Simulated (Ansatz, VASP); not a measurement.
## Mo: VASP beside Ansatz

The input INCAR:

```
SYSTEM = Mo
PREC = Accurate
ENCUT = 520
EDIFF = 1E-6
ISMEAR = -1
SIGMA = 0.05
LREAL = .False.
LASPH = .True.
NELM = 100
ALGO = Normal
ISIF = 2
LWAVE = .False.
LCHARG = .True.
GGA = CA
LELF = .True.
LVHAR = .True.
NBANDS = 21
```

The input KPOINTS:

```
regular mesh
0
Gamma
  12 12 7
  0 0 0
```

Contents of POSCAR:

```
Mo
1.0
    2.8252342238      0.0000000000      0.0000000000
   -1.4126171119      2.4467246095      0.0000000000
    0.0000000000      0.0000000000      4.5768794426
Mo
2
Direct
    0.2333333333      0.6166666667      0.1750000000
    0.7666666667      0.3833333333      0.8250000000
```

Input for Ansatz:

```yaml
crystal:
  lattice:
    - [2.8252342238, 0.0, 0.0]
    - [-1.4126171119, 2.4467246095, 0.0]
    - [0.0, 0.0, 4.5768794426]
  atoms:
    - { symbol: Mo, position: [0.2333333333, 0.6166666667, 0.175] }
    - { symbol: Mo, position: [0.7666666667, 0.3833333333, 0.825] }
kpoints:
  mp_grid: { grid: [12, 12, 7] }
scf:
  occupations: { method: fermi_dirac, width: 0.05 }
hamiltonian:
  xc: lda
  pseudopotentials: { kind: all_electron, lapw: { basis_error: 0.001 } }
output:
  forces: true
  stress: true
  eigenvalues: true
  populations: true
```

Change from the starting cell: shortest bond scaled by 0.7, LAPW.

Alike in both runs: task single point; functional LDA; k mesh 12 × 12 × 7; occupations fermi-dirac, width 0.05 eV; no spin polarisation.

|  | VASP | Ansatz |
| --- | --- | --- |
| version | VASP 6.6.1 | Ansatz 0.2.0 |
| potentials or method | VASP PAW LDA potentials, release 64 (Mo_sv) | all-electron LAPW, scalar-relativistic |
| plane-wave cutoff (eV) | 520 | see its input |

|  | VASP | Ansatz | Ansatz less VASP |
| --- | --- | --- | --- |
| pressure (GPa) | 56.5 | 52.0 | -4.55 |
| largest component of the traceless stress (GPa) | 28.25 | 23.93 | -4.328 |
| rms of the force components (eV/Å) | 7.017 | 6.359 | -0.6577 |

Atom by atom the forces differ by 0.670 eV/Å (rms over components). Ansatz ran all-electron here, so the differences hold the error of VASP's frozen core and of both bases.

Caveats: so large a pressure means that the cell lies far from this level's equilibrium, or that cutoff or potentials fall short (VASP); forces of over 1 eV/Å show positions far from the minimum, so gaps and moduli don't describe the material at rest.
